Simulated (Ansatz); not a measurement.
# What DFT gives for In

```
CELL_PARAMETERS angstrom
-1.69348 4.85073 2.59079
3.32499 -0.01887 -0.00352
1.65574 1.51576 -2.41617
ATOMIC_POSITIONS crystal
In 0.02691 0.10665 0.87529
In 0.47637 0.00798 0.48306
```

Single point in Ansatz 0.2.0 with m-r2SCAN, no spin polarisation. Cutoff 500 eV, PAW datasets, 4×6×6 (shifted by 0.5, 0.5, 0.5 steps) k mesh, fermi-dirac filling (width 0.1 eV).

**Question.** What do density and ELF say about some of the short contacts?

**Answer.** In–In at 3.07 Å: least valence density 0.19 e/Å³ and ELF 0.32 there. Both are smooth PAW fields, read partly inside the augmentation spheres.

**Question.** Is there a gap?

**Answer.** It is a metal, with about 0.94 states/eV a cell as the mean within 0.25 eV of the Fermi level, mostly In p (65 %) and In s (33 %).

**Question.** What does the stress say?

**Answer.** The pressure is 2.0 GPa (compression positive), so with the atoms held at these fractions the cell would first expand. The principal stresses -0.6, 1.6, 4.8 GPa differ, so its shape would change too.

**Question.** Which atom feels the largest force, and which way?

**Answer.** The largest is on In1 (and as large on other atoms): 0.71 eV/Å, components (-0.03, -0.62, -0.36). It makes 144° with the line to a nearest neighbour, In2 at 3.07 Å, pointing away from it.

Origin: a strained cell with displaced atoms, so it need not be a known compound. Caveats: the k mesh is coarse if the cell is a metal; m-r2SCAN is r2SCAN with a changed spin dependence that lowers moments.
